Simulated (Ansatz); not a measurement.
input.yaml (Ansatz)

```yaml
crystal:
  lattice:
    - [-3.9537273083, 3.9258317381, 1.6161078878]
    - [3.9258317381, -3.9537273083, 1.6161078878]
    - [2.1799876682, 2.1799876682, -1.6671986758]
  atoms:
    - { symbol: In, position: [0.999195367, 0.000804633, 1.0] }
    - { symbol: In, position: [0.750804633, 0.249195367, 0.5] }
hamiltonian:
  xc: pbe
  pseudopotentials:
    kind: paw_fr
    azcp:
      In: "pseudopotentials/In.paw.azcp"
basis:
  ecutwfc: 420
  fft_grid_basis: typed
kpoints:
  mp_grid: { grid: [11, 11, 10], shift: [0, 0, 0] }
magnetization:
  noncollinear: true
  spin_orbit: true
scf:
  occupations: { method: fermi_dirac, width: 0.1 }
```

Output

```
Engine: ansatz 0.2.0, x86_64-unknown-linux-gnu
Pseudopotentials: kind: paw_fr
Pseudopotential: In, paw_fr, valence charge 13, recommended cutoff 420 eV (normal) 
Functional definition: PBE
  parameter kappa = 0.804
  parameter beta = 0.06672455060314922
  exchange = pbe_x(kappa = kappa, mu = beta*pi^2/3)
  correlation = pbe_c(beta = beta)
non-collinear run that drives no moment, with spin-orbit: no starting moment large enough to seed its density (crystal.atoms[].spin), no starting occupations that ask for one, no magnetisation constraint and no magnetic field, so the semilocal B_xc is pinned to zero
Crystal: 2 atoms, lattice volume = 55.154 Å³
Basis set: ecut = 420 eV, 1081 PW (Γ)
Bands: 34, of which v1, the nominal top of the filled ones, is band 26 counted from 1 (25 counted from 0)
Symmetry: 4 space group operations + 4 with time reversal
Magnetic group: BNS 15.86 (UNI 93), of the structure as read, at distance tolerance 3.8e-5 Å
k-points: 336 of 1210
Projection manifold: j_resolved (fully-relativistic pseudo-atomic orbitals)
Non-local potential: In, projectors of the file, l = 0: 2, l = 1: 4, l = 2: 4, l = 3: 4
PAW form: soft (Blöchl's): semilocal exchange-correlation on the pseudo side does not see the compensation charge
PAW one-centre angular grid: In, 590 points (default); XC on 64 Gauss nodes
Initial density: superposition of atomic densities (chi_scale 0.1, normalization cell)
Initial wavefunctions: pseudopotential atomic-orbital guess
Functional: x = pbe(κ = 0.804, μ = 0.2195149727645171), c = pbe(β = 0.06672455060314922)
SCF iter   1: F=—  HF=-11199.572792 eV  |F-HF|=—  |Δ(HF+E_count)|=         —  Δρ=1.30e-2  dr2=1.25e-1  dr2_m=0.00e0 (ungated)  ethr=3.10e-3  |M|=0.00e0 ∫|m|=0.00e0 μB  |m|>n=0.0e0 m-floor=0.0e0 τ_xc=0.0e0  β_m=0.30  ⟨swp⟩=8.6  Hψ=30458  notcnv=0  defer=50
spin=Noncollinear: Kerker preconditioning applied to the charge; magnetization (m_x, m_y, m_z) channels mix plain (no charge-response kernel on spin).
SCF iter   2: F=—  HF=-11199.547746 eV  |F-HF|=—  |Δ(HF+E_count)|=   2.50e-2  Δρ=1.04e-2  dr2=7.73e-2  dr2_m=0.00e0 (ungated)  ethr=4.80e-4  |M|=0.00e0 ∫|m|=0.00e0 μB  |m|>n=0.0e0 m-floor=0.0e0 τ_xc=0.0e0  β_m=0.65  ⟨swp⟩=1.1  Hψ=7092  notcnv=0  defer=84
SCF iter   3: F=—  HF=-11199.528948 eV  |F-HF|=—  |Δ(HF+E_count)|=   1.88e-2  Δρ=3.60e-3  dr2=3.60e-3  dr2_m=0.00e0 (ungated)  ethr=2.97e-4  |M|=0.00e0 ∫|m|=0.00e0 μB  |m|>n=0.0e0 m-floor=0.0e0 τ_xc=0.0e0  β_m=0.82  ⟨swp⟩=2.0  Hψ=11004  notcnv=0  defer=84
SCF iter   4: F=—  HF=-11199.529168 eV  |F-HF|=—  |Δ(HF+E_count)|=   2.19e-4  Δρ=1.84e-3  dr2=1.86e-3  dr2_m=0.00e0 (ungated)  ethr=1.38e-5  |M|=0.00e0 ∫|m|=0.00e0 μB  |m|>n=0.0e0 m-floor=0.0e0 τ_xc=0.0e0  β_m=0.71  ⟨swp⟩=2.0  Hψ=10119  notcnv=0  defer=204
SCF iter   5: F=—  HF=-11199.528333 eV  |F-HF|=—  |Δ(HF+E_count)|=   8.34e-4  Δρ=5.19e-4  dr2=1.18e-4  dr2_m=0.00e0 (ungated)  ethr=7.14e-6  |M|=0.00e0 ∫|m|=0.00e0 μB  |m|>n=0.0e0 m-floor=0.0e0 τ_xc=0.0e0  β_m=0.85  ⟨swp⟩=2.1  Hψ=9139  notcnv=0  defer=204
SCF iter   6: F=—  HF=-11199.528318 eV  |F-HF|=—  |Δ(HF+E_count)|=   1.55e-5  Δρ=4.68e-5  dr2=1.07e-6  dr2_m=0.00e0 (ungated)  ethr=4.55e-7  |M|=0.00e0 ∫|m|=0.00e0 μB  |m|>n=0.0e0 m-floor=0.0e0 τ_xc=0.0e0  β_m=0.93  ⟨swp⟩=2.0  Hψ=9672  notcnv=0  defer=204
SCF iter   7: F=—  HF=-11199.528311 eV  |F-HF|=—  |Δ(HF+E_count)|=   6.76e-6  Δρ=2.15e-5  dr2=2.34e-7  dr2_m=0.00e0 (ungated)  ethr=4.10e-9  |M|=0.00e0 ∫|m|=0.00e0 μB  |m|>n=0.0e0 m-floor=0.0e0 τ_xc=0.0e0  β_m=0.96  ⟨swp⟩=2.5  Hψ=8384  notcnv=0  defer=204
SCF iter   8: F=-11199.528311 eV  HF=-11199.528311 eV  |F-HF|=6.64e-10  |Δ(HF+E_count)|=   6.51e-8  Δρ=2.98e-6  dr2=5.10e-9  dr2_m=0.00e0 (ungated)  ethr=3.85e-10  |M|=0.00e0 ∫|m|=0.00e0 μB  |m|>n=0.0e0 m-floor=0.0e0 τ_xc=0.0e0  ⟨swp⟩=2.3  Hψ=11571  notcnv=0
SCF 1 converged in 8 iterations: F = -11199.528311 eV  dr2 = 5.10e-9
SCF converged after 8 iterations
Magnetization: |M| = 0.0000 μB,  M = (+0.0000, +0.0000, +0.0000) μB
Absolute magnetization: 0.0000 μB (∫|m|)
  site 0: m = (+0.0000, +0.0000, +0.0000) μB, |m| = 0.0000 μB  (R = 1.33 Å)
  site 1: m = (+0.0000, +0.0000, +0.0000) μB, |m| = 0.0000 μB  (R = 1.33 Å)
Free energy (F): -11199.528311 eV
Harris-Foulkes:  -11199.528311 eV  (|F-HF|=6.64e-10)
Internal energy: -11199.497944 eV  (E = F + TS)
E sigma→0 (E₀):  -11199.513128 eV
Entropy (-TS):   -0.030367 eV (-15.184 meV/atom)
Fermi energy:    9.501630 eV
--- Per-component energies (eV) ---
  E_band       = -64.438190
  E_kinetic    = 481.914478
  E_local      = -2218.452385  (includes V_loc(G=0)·N_el)
  E_nonlocal   = 732.139840
  E_hartree    = 868.615272
  E_xc         = -431.749592
  E_vxc        = -199.467025  (∫ρ·V_xc dr)
  E_paw        = -8308.332534  (= ΣΔE_a)
  E_vpaw       = -597.806245  (= ΣTr[D̂ρ^β])
  E_aug_tail   = 0.000052  (compensation charges beyond the density's cutoff)
  E_ewald      = -2323.633075
  E_smearing   = -0.030367  (= −TS)
  E_closure    = -0.000000  (closes the sum)
  Σ components = -11199.528311   (vs F -11199.528311, Δ=0.00e0)
```
